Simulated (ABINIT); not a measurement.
# Quasiparticle gap of AgBr (Fm-3m) in ABINIT

Aim: the G0W0 gap of AgBr (Fm-3m) on LDA, step by step.

Calculated with ABINIT 10.8.3; LDA and many-body steps on it, plane waves.

The database entry behind the starting cell differs from later determinations by our own check (about 0.6 % short of the room-temperature cell), so it need not match the best structure at ambient conditions.

**1. The structure**

The structure is cubic, space group Fm-3m (No. 225). The conventional cell has a = 5.740 Å, b = 5.740 Å, c = 5.740 Å, α = 90.00°, β = 90.00°, γ = 90.00°. Nearest to Ag lie 6 Br at 2.87 Å. Nearest to Br lie 6 Ag at 2.87 Å. Farther neighbours and most contacts between anions are not listed.

The cell and positions come from the Crystallography Open Database and are kept as given unless a step says otherwise.

**2. Ground state**

This step: ABINIT 10.8.3; DFT, LDA, plane waves, norm-conserving pseudopotentials.

The ground-state density comes first.

run.abi

```
acell 3*1.0 Angstrom
rprim 
  -0.000000000000 2.870150000000 2.870150000000
  2.870150000000 0.000000000000 2.870150000000
  2.870150000000 2.870150000000 0.000000000000
ntypat 2
znucl 47 35
natom 2
typat 1 2
xred 
  0.000000000000 0.000000000000 0.000000000000
  0.500000000000 0.500000000000 0.500000000000
pp_dirpath "pseudos"
pseudos "Ag.upf, Br.upf"
ecut 39
ngkpt 6 6 6
nshiftk 1
shiftk 0 0 0
kptopt 1
chksymbreak 0
nband 18
occopt 1
tolvrs 1e-10
nstep 60
prtwf 0
optforces 0
optstress 0
indata_prefix "in"
outdata_prefix "out"
tmpdata_prefix "tmp"
```

Command:

```console
$ OMP_NUM_THREADS=1 mpirun -n 8 abinit run.abi > log
```

Numbers of over 12 decimals in the logs are rounded to 6 here.

Output:

```text
.Version 10.8.3 of ABINIT. v10.8.2 released Aug 2026.

 Symmetries : space group Fm -3 m (#225); Bravais cF (face-center cubic)
================================================================================
 Values of the parameters that define the memory need of the present run
     intxc =       0    ionmov =       0      iscf =       7    lmnmax =       6
     lnmax =       6     mgfft =      45  mpssoang =       3    mqgrid =    3001
     natom =       2  nloc_mem =       1    nspden =       1   nspinor =       1
    nsppol =       1      nsym =      48    n1xccc =    2501    ntypat =       2
    occopt =       1   xclevel =       1
-    mband =          18        mffmem =           1         mkmem =           2
       mpw =        3730          nfft =       91125          nkpt =          16
================================================================================
  Rough estimation (10% accuracy) of disk space for files :
================================================================================

--------------------------------------------------------------------------------
------------- Echo of variables that govern the present computation ------------
--------------------------------------------------------------------------------
 -outvars: echo values of preprocessed input variables --------
            acell      1.8897261259E+00  1.8897261259E+00  1.8897261259E+00 Bohr

      chksymbreak           0
             ecut      3.90000000E+01 Hartree
-          fftalg         312

              ixc       -1012
              kpt      0.00000000E+00  0.00000000E+00  0.00000000E+00
                       1.66666667E-01  0.00000000E+00  0.00000000E+00
                       3.33333333E-01  0.00000000E+00  0.00000000E+00
                       5.00000000E-01  0.00000000E+00  0.00000000E+00
                       1.66666667E-01  1.66666667E-01  0.00000000E+00
                       3.33333333E-01  1.66666667E-01  0.00000000E+00
                       5.00000000E-01  1.66666667E-01  0.00000000E+00
                      -3.33333333E-01  1.66666667E-01  0.00000000E+00
                      -1.66666667E-01  1.66666667E-01  0.00000000E+00
   [... 5 further rows ...]
                      -3.33333333E-01  3.33333333E-01  1.66666667E-01
                      -3.33333333E-01  5.00000000E-01  1.66666667E-01
         kptrlatt        6    0    0      0    6    0      0    0    6
          kptrlen      4.60224474E+01
P           mkmem           2
            natom           2
            nband          18
            ngfft          45      45      45
             nkpt          16
            nstep          60
             nsym          48
           ntypat           2
              occ      2.000000  2.000000  2.000000  2.000000  2.000000  2.000000
                       2.000000  2.000000  2.000000  2.000000  2.000000  2.000000
                       2.000000  0.000000  0.000000  0.000000  0.000000  0.000000
        optforces           0
        optstress           0
            prtwf           0
            rprim     -0.0000000000E+00  2.8701500000E+00  2.8701500000E+00
[...]
spgroup         225

           tolvrs      1.00000000E-10

             xred      0.0000000000E+00  0.0000000000E+00  0.0000000000E+00
[...]
znucl       47.00000   35.00000

================================================================================

 chkinp: Checking input parameters for consistency.

================================================================================
== DATASET  1 ==================================================================
-   mpi_nproc: 8, omp_nthreads: 1 (-1 if OMP is not activated)

--- !DatasetInfo
iteration_state: {dtset: 1, }
dimensions: {natom: 2, nkpt: 16, mband: 18, nsppol: 1, nspinor: 1, nspden: 1, mpw: 3730, }
cutoff_energies: {ecut:  39.0, pawecutdg:  -1.0, }
electrons: {nelect:   2.60000000E+01, charge:   0.00000000E+00, occopt:   1.00000000E+00, tsmear:   1.00000000E-02, }

 Real(R)+Recip(G) space primitive vectors, cartesian coordinates (Bohr,Bohr^-1):
 R(1)=  0.0000000  5.4237974  5.4237974  G(1)= -0.0921863  0.0921863  0.0921863
 R(2)=  5.4237974  0.0000000  5.4237974  G(2)=  0.0921863 -0.0921863  0.0921863
 R(3)=  5.4237974  5.4237974  0.0000000  G(3)=  0.0921863  0.0921863 -0.0921863
 Unit cell volume ucvol=  3.1910998E+02 bohr^3
 Angles (23,13,12)=  6.00000000E+01  6.00000000E+01  6.00000000E+01 degrees

 getcut: wavevector=  0.0000  0.0000  0.0000  ngfft=  45  45  45
         ecut(hartree)=     39.000   => boxcut(ratio)=   2.04050

--- Pseudopotential description ------------------------------------------------
- Ag Generated using ONCVPSP code by D. R. Hamann
- 47.00000  19.00000  180309                  znucl, zion, pspdat
12 -1012 2 -1 1484                            pspcod,pspxc,lmax,lloc,mmax
     nproj     2     2     2
  pspatm : epsatm=   27.75151743
         --- l  ekb(1:nproj) -->
[...]
pspatm: atomic psp has been read  and splines computed

- Br Generated using ONCVPSP code by D. R. Hamann
- 35.00000   7.00000  180309                  znucl, zion, pspdat
12 -1012 2 -1 1084                            pspcod,pspxc,lmax,lloc,mmax
     nproj     2     2     2
  pspatm : epsatm=   10.24179696
         --- l  ekb(1:nproj) -->
[...]
2    2.423121    0.400160
 pspatm: atomic psp has been read  and splines computed

   9.87826174E+02                                ecore*ucvol(ha*bohr**3)
--------------------------------------------------------------------------------

_setup2: Arith. and geom. avg. npw (full set) are    3711.736    3711.728

================================================================================

--- !BeginCycle
iteration_state: {dtset: 1, }
solver: {iscf: 7, nstep: 60, nline: 4, wfoptalg: 0, }
tolerances: {tolvrs: 1.00E-10, }

     iter   Etot(hartree)      deltaE(h)  residm     vres2
 ETOT  1  -170.53827831890    -1.705E+02 1.430E-01 8.242E+01
 ETOT  2  -170.78114844463    -2.429E-01 1.397E-02 2.837E+01
 ETOT  3  -170.78451958716    -3.371E-03 4.877E-04 7.656E-01
 ETOT  4  -170.78472347622    -2.039E-04 8.116E-04 1.855E-02
 ETOT  5  -170.78472489615    -1.420E-06 1.471E-03 1.037E-03
 ETOT  6  -170.78472497132    -7.517E-08 6.141E-05 4.692E-05
 ETOT  7  -170.78472497483    -3.508E-09 8.132E-05 7.233E-07
 ETOT  8  -170.78472497489    -5.568E-11 4.587E-05 6.351E-09
 ETOT  9  -170.78472497490    -1.364E-11 5.918E-05 1.002E-10
 ETOT 10  -170.78472497490     1.393E-12 3.568E-05 1.302E-13

 At SCF step   10       vres2   =  1.30E-13 < tolvrs=  1.00E-10 =>converged.

--- !ResultsGS
iteration_state: {dtset: 1, }
comment   : Summary of ground state results
lattice_vectors:
- [ -0.0000000,   5.4237974,   5.4237974, ]
- [  5.4237974,   0.0000000,   5.4237974, ]
- [  5.4237974,   5.4237974,   0.0000000, ]
lattice_lengths: [   7.67041,    7.67041,    7.67041, ]
lattice_angles: [ 60.000,  60.000,  60.000, ] # degrees, (23, 13, 12)
lattice_volume:   3.1910998E+02
convergence: {deltae:  1.393E-12, res2:  1.302E-13, residm:  3.568E-05, diffor:  0.000E+00, }
etotal    :  -1.70784725E+02
entropy   :   0.00000000E+00
fermie    :   1.71975809E-01
cartesian_stress_tensor: null
pressure_GPa: null
xred      :
- [  0.0000E+00,   0.0000E+00,   0.0000E+00, Ag]
- [  5.0000E-01,   5.0000E-01,   5.0000E-01, Br]
cartesian_forces: null
force_length_stats: {min: null, max: null, mean: null, }

 Integrated electronic density in atomic spheres:
 ------------------------------------------------
 Atom  Sphere_radius  Integrated_density
    1        2.00000         16.36935508
    2        2.00000          4.19445632
================================================================================

 ----iterations are completed or convergence reached----

 Mean square residual over all n,k,spin=   12.398E-08; max=  35.683E-06
 reduced coordinates (array xred) for    2 atoms
       0.000000000000      0.000000000000      0.000000000000
       0.500000000000      0.500000000000      0.500000000000
 rms dE/dt=  0.0000E+00; max dE/dt=  0.0000E+00; dE/dt below (all hartree)
    1       0.000000000000      0.000000000000      0.000000000000
    2       0.000000000000      0.000000000000      0.000000000000

 cartesian coordinates (angstrom) at end:
    1      0.000000     0.000000     0.000000
    2      2.870150     2.870150     2.870150
 length scales=  1.889726125908  1.889726125908  1.889726125908 bohr
              =  1.000000000000  1.000000000000  1.000000000000 angstroms
 prteigrs : about to open file out_EIG
 Fermi (or HOMO) energy (hartree) =   0.17198   Average Vxc (hartree)=  -0.38957
 Eigenvalues (hartree) for nkpt=  16  k points:
 kpt#   1, nband= 18, wtk=  0.00463, kpt=  0.0000  0.0000  0.0000 (reduced coord)
  -3.13572   -1.79769   -1.79769   -1.79769   -0.38450    0.06702    0.06702    0.06705
   0.06705    0.06705    0.10100    0.10100    0.10100    0.18573    0.53415    0.53415
   0.53415    0.57336
 prteigrs : prtvol=0 or 1, do not print more k-points.

--- !EnergyTerms
iteration_state     : {dtset: 1, }
comment             : Components of total free energy in Hartree
kinetic             :  5.75385411513840E+01
hartree             :  5.20312349845832E+01
xc                  : -2.81951116999544E+01
Ewald energy        : -1.00006610757867E+02
psp_core            :  3.09556657253842E+00
local_psp           : -1.55132432206060E+02
non_local_psp       : -1.15913019523196E-01
total_energy        : -1.70784724974900E+02
total_energy_eV     : -4.64728911620564E+03
band_energy         : -1.66779085142714E+01

== END DATASET(S) ==============================================================
================================================================================

 -outvars: echo values of variables after computation  --------
           etotal     -1.7078472497E+02
            nband          18
             nkpt          16
          spgroup         225
 [... the other variables as echoed above ...]

 Calculation completed.
```

Run time: 8 s. Hardware: 8 MPI ranks of Arm Neoverse V1, shared host; peak memory 0.59 GiB.

This step gave:

```
total energy               : -4647.2891 eV
gap                        : 0.3742 eV
k of the valence top       : 0.5, 0, 0
k of the conduction bottom : 0, 0, 0
least direct gap           : 2.306 eV
```

The gap is indirect, with the least direct gap 1.93 eV higher.

**3. Bands along the symmetry lines**

Levels along a band path, at the cheap level, show where the edges lie and whether the meshes to come will hold them.

run.abi

```
acell 3*1.0 Angstrom
rprim 
  -0.000000000000 2.870150000000 2.870150000000
  2.870150000000 0.000000000000 2.870150000000
  2.870150000000 2.870150000000 0.000000000000
ntypat 2
znucl 47 35
natom 2
typat 1 2
xred 
  0.000000000000 0.000000000000 0.000000000000
  0.500000000000 0.500000000000 0.500000000000
pp_dirpath "pseudos"
pseudos "Ag.upf, Br.upf"
ecut 39
iscf -2
irdden 1
kptopt 0
nkpt 50
kpt 
  0.00000000 0.00000000 0.00000000
  0.06250000 0.00000000 0.06250000
  0.12500000 0.00000000 0.12500000
  0.18750000 0.00000000 0.18750000
  0.25000000 0.00000000 0.25000000
  0.31250000 0.00000000 0.31250000
  0.37500000 0.00000000 0.37500000
  0.43750000 0.00000000 0.43750000
  0.50000000 0.00000000 0.50000000
  0.51562500 0.03125000 0.51562500
  0.53125000 0.06250000 0.53125000
  0.54687500 0.09375000 0.54687500
  0.56250000 0.12500000 0.56250000
  0.57812500 0.15625000 0.57812500
  0.59375000 0.18750000 0.59375000
  0.60937500 0.21875000 0.60937500
  0.62500000 0.25000000 0.62500000
  0.37500000 0.37500000 0.75000000
  0.32812500 0.32812500 0.65625000
  0.28125000 0.28125000 0.56250000
  0.23437500 0.23437500 0.46875000
  0.18750000 0.18750000 0.37500000
  0.14062500 0.14062500 0.28125000
  0.09375000 0.09375000 0.18750000
  0.04687500 0.04687500 0.09375000
  0.00000000 0.00000000 0.00000000
  0.06250000 0.06250000 0.06250000
  0.12500000 0.12500000 0.12500000
  0.18750000 0.18750000 0.18750000
  0.25000000 0.25000000 0.25000000
  0.31250000 0.31250000 0.31250000
  0.37500000 0.37500000 0.37500000
  0.43750000 0.43750000 0.43750000
  0.50000000 0.50000000 0.50000000
  0.50000000 0.46875000 0.53125000
  0.50000000 0.43750000 0.56250000
  0.50000000 0.40625000 0.59375000
  0.50000000 0.37500000 0.62500000
  0.50000000 0.34375000 0.65625000
  0.50000000 0.31250000 0.68750000
  0.50000000 0.28125000 0.71875000
  0.50000000 0.25000000 0.75000000
  0.50000000 0.21875000 0.71875000
  0.50000000 0.18750000 0.68750000
  0.50000000 0.15625000 0.65625000
  0.50000000 0.12500000 0.62500000
  0.50000000 0.09375000 0.59375000
  0.50000000 0.06250000 0.56250000
  0.50000000 0.03125000 0.53125000
  0.50000000 0.00000000 0.50000000
istwfk *1
nband 20
nbdbuf 2
tolwfr 1e-08
nstep 40
prtwf 0
prtvol 0
indata_prefix "in"
outdata_prefix "out"
tmpdata_prefix "tmp"
```

Output:

```text
.Version 10.8.3 of ABINIT. v10.8.2 released Aug 2026.

 Symmetries : space group Fm -3 m (#225); Bravais cF (face-center cubic)
[... echo of the input left out ...]
== DATASET  1 ==================================================================
-   mpi_nproc: 8, omp_nthreads: 1 (-1 if OMP is not activated)

--- !DatasetInfo
iteration_state: {dtset: 1, }
dimensions: {natom: 2, nkpt: 50, mband: 20, nsppol: 1, nspinor: 1, nspden: 1, mpw: 3729, }
cutoff_energies: {ecut:  39.0, pawecutdg:  -1.0, }
electrons: {nelect:   2.60000000E+01, charge:   0.00000000E+00, occopt:   1.00000000E+00, tsmear:   1.00000000E-02, }

 Real(R)+Recip(G) space primitive vectors, cartesian coordinates (Bohr,Bohr^-1):
 R(1)=  0.0000000  5.4237974  5.4237974  G(1)= -0.0921863  0.0921863  0.0921863
 R(2)=  5.4237974  0.0000000  5.4237974  G(2)=  0.0921863 -0.0921863  0.0921863
 R(3)=  5.4237974  5.4237974  0.0000000  G(3)=  0.0921863  0.0921863 -0.0921863
 Unit cell volume ucvol=  3.1910998E+02 bohr^3
 Angles (23,13,12)=  6.00000000E+01  6.00000000E+01  6.00000000E+01 degrees

 getcut: wavevector=  0.0000  0.0000  0.0000  ngfft=  45  45  45
         ecut(hartree)=     39.000   => boxcut(ratio)=   2.04050

--- Pseudopotential description ------------------------------------------------
- Ag Generated using ONCVPSP code by D. R. Hamann
- 47.00000  19.00000  180309                  znucl, zion, pspdat
12 -1012 2 -1 1484                            pspcod,pspxc,lmax,lloc,mmax
     nproj     2     2     2
  pspatm : epsatm=   27.75151743
         --- l  ekb(1:nproj) -->
             0    9.563916   -0.377404
             1    3.385278   -0.142579
             2   -1.707172   -0.417657
 pspatm: atomic psp has been read  and splines computed

- Br Generated using ONCVPSP code by D. R. Hamann
- 35.00000   7.00000  180309                  znucl, zion, pspdat
12 -1012 2 -1 1084                            pspcod,pspxc,lmax,lloc,mmax
     nproj     2     2     2
  pspatm : epsatm=   10.24179696
         --- l  ekb(1:nproj) -->
[...]
pspatm: atomic psp has been read  and splines computed

--------------------------------------------------------------------------------

================================================================================
 prteigrs : about to open file out_EIG
 Non-SCF case, kpt    1 (  0.00000  0.00000  0.00000), residuals and eigenvalues=
  8.80E-09  6.97E-10  2.48E-09  3.08E-09  4.10E-09  2.97E-09  9.29E-09  6.08E-09
  5.09E-09  9.47E-09  1.28E-09  1.82E-09  7.78E-09  3.34E-09  2.45E-09  3.99E-09
  9.08E-09  4.96E-09  6.77E-09  6.92E-09
 -3.1357E+00 -1.7977E+00 -1.7977E+00 -1.7977E+00 -3.8450E-01  6.7019E-02
  6.7019E-02  6.7048E-02  6.7048E-02  6.7048E-02  1.0100E-01  1.0100E-01
  1.0100E-01  1.8573E-01  5.3415E-01  5.3415E-01  5.3415E-01  5.7336E-01
  5.9554E-01  5.9554E-01
 Non-SCF case, kpt    2 (  0.06250  0.00000  0.06250), residuals and eigenvalues=
[...]
5.9636E-01  6.0959E-01
 Non-SCF case, kpt    3 (  0.12500  0.00000  0.12500), residuals and eigenvalues=
[...]
2.50E-09  8.93E-09  6.09E-05  3.50E-04
[...]
6.3803E-01  6.4110E-01
[...]
Non-SCF case, kpt   49 (  0.50000  0.03125  0.53125), residuals and eigenvalues=
[...]
7.1844E-01  7.2211E-01
 Non-SCF case, kpt   50 (  0.50000  0.00000  0.50000), residuals and eigenvalues=
[...]
5.6557E-02  6.6951E-02  6.6951E-02  7.3077E-02  8.2605E-02  8.2605E-02
  8.5927E-02  2.2132E-01  4.2691E-01  4.9670E-01  5.6871E-01  5.6871E-01
  7.2205E-01  7.2284E-01

--- !ResultsGS
iteration_state: {dtset: 1, }
comment   : Summary of ground state results
lattice_vectors:
- [ -0.0000000,   5.4237974,   5.4237974, ]
- [  5.4237974,   0.0000000,   5.4237974, ]
- [  5.4237974,   5.4237974,   0.0000000, ]
lattice_lengths: [   7.67041,    7.67041,    7.67041, ]
lattice_angles: [ 60.000,  60.000,  60.000, ] # degrees, (23, 13, 12)
lattice_volume:   3.1910998E+02
convergence: {deltae:  0.000E+00, res2:  0.000E+00, residm:  9.919E-09, diffor:  0.000E+00, }
etotal    :  -1.70784725E+02
entropy   :   0.00000000E+00
fermie    :   1.71975809E-01
cartesian_stress_tensor: null
pressure_GPa: null
xred      :
- [  0.0000E+00,   0.0000E+00,   0.0000E+00, Ag]
- [  5.0000E-01,   5.0000E-01,   5.0000E-01, Br]
cartesian_forces: null
force_length_stats: {min: null, max: null, mean: null, }

 Integrated electronic density in atomic spheres:
 ------------------------------------------------
 Atom  Sphere_radius  Integrated_density
[...]
================================================================================

 ----iterations are completed or convergence reached----

 Mean square residual over all n,k,spin=   46.574E-10; max=  99.187E-10
 reduced coordinates (array xred) for    2 atoms
       0.000000000000      0.000000000000      0.000000000000
       0.500000000000      0.500000000000      0.500000000000

 cartesian coordinates (angstrom) at end:
[...]
length scales=  1.889726125908  1.889726125908  1.889726125908 bohr
              =  1.000000000000  1.000000000000  1.000000000000 angstroms
 prteigrs : about to open file out_EIG
 Eigenvalues (hartree) for nkpt=  50  k points:
 kpt#   1, nband= 20, wtk=  1.00000, kpt=  0.0000  0.0000  0.0000 (reduced coord)
[...]
kpt#   2, nband= 20, wtk=  1.00000, kpt=  0.0625  0.0000  0.0625 (reduced coord)
[...]
kpt#   3, nband= 20, wtk=  1.00000, kpt=  0.1250  0.0000  0.1250 (reduced coord)
[...]
kpt#  49, nband= 20, wtk=  1.00000, kpt=  0.5000  0.0313  0.5313 (reduced coord)
[...]
0.56257    0.57017    0.71844    0.72211
 kpt#  50, nband= 20, wtk=  1.00000, kpt=  0.5000  0.0000  0.5000 (reduced coord)
  -3.13571   -1.79775   -1.79772   -1.79772   -0.36673    0.01256    0.05656    0.06695
   0.06695    0.07308    0.08261    0.08261    0.08593    0.22132    0.42691    0.49670
   0.56871    0.56871    0.72205    0.72284

== END DATASET(S) ==============================================================
================================================================================

 -outvars: echo values of variables after computation  --------
            nband          20
             nkpt          50
          spgroup         225
 [... the other variables as echoed above ...]

 Calculation completed.
```

Elapsed: 11 s, on 8 MPI ranks; peak memory 0.54 GiB; 91 s of CPU time.

Numbers from this step:

| Property | Result |
| --- | --- |
| gap | 0.3742 eV |
| k of the valence top | 0.5, 0.5, 0.5 |
| k of the conduction bottom | 0, 0, 0 |
| least direct gap | 2.306 eV |

The gap is 0.374 eV, as in the run before at this level.

The electronic bands at the labelled points (eV, zero at the top of the highest filled band):

```csv
point,band 10,band 11,band 12,band 13,band 14,band 15,band 16,band 17
Γ,-2.86,-1.93,-1.93,-1.93,0.37,9.86,9.86,9.86
halfway,-2.77,-1.88,-1.88,-1.73,3.08,6.47,7.70,9.33
X,-2.69,-2.43,-2.43,-2.34,1.34,6.94,8.84,10.80
halfway,-2.45,-2.39,-2.19,-2.03,1.77,6.93,8.59,10.18
U,-2.48,-2.26,-2.08,-1.23,2.74,6.67,8.05,8.99
jump to K,-2.48,-2.26,-2.08,-1.23,2.74,6.67,8.05,8.99
halfway,-2.61,-2.12,-1.81,-0.21,3.57,6.28,7.32,7.63
Γ,-2.86,-1.93,-1.93,-1.93,0.37,9.86,9.86,9.86
halfway,-2.70,-2.37,-0.78,-0.78,2.64,6.97,8.07,8.07
L,-2.54,-2.20,0.00,0.00,3.50,6.37,6.59,6.59
halfway,-2.53,-2.25,-1.24,-0.64,4.30,5.04,7.65,7.75
W,-2.43,-2.33,-2.33,-1.60,3.60,6.92,7.51,7.51
halfway,-2.44,-2.43,-2.38,-1.83,2.23,7.02,8.37,8.89
X,-2.69,-2.43,-2.43,-2.34,1.34,6.94,8.84,10.80
```

(Part 1 of 2 ends here.)

[Paths, hosts, dates, memory and timing lines, banners, echoed tables and standing remarks are left out of the program output.]

[Logs are printed without paths, hosts, clocks, repeated set-up lines and the standing remarks that a program may print on its own settings, such as how far it seeks lower states.]

[Runs of the session that timed out or met a known fault of the program may be left out.]

[Hosts, paths, dates, database ids (printed as entryN), source tags and the programs' standing remarks are cut or masked in the printed files.]

[G0W0 gaps are taken among the corrected bands and points alone; a level outside them can change the order at an edge.]

[Where Ansatz stands beside ABINIT at settings called matched, ABINIT's density can come from a denser mesh and the files from another edition; pairs whose starting gaps differed by over 0.03 eV were left out, so agreement reads better than it is.]
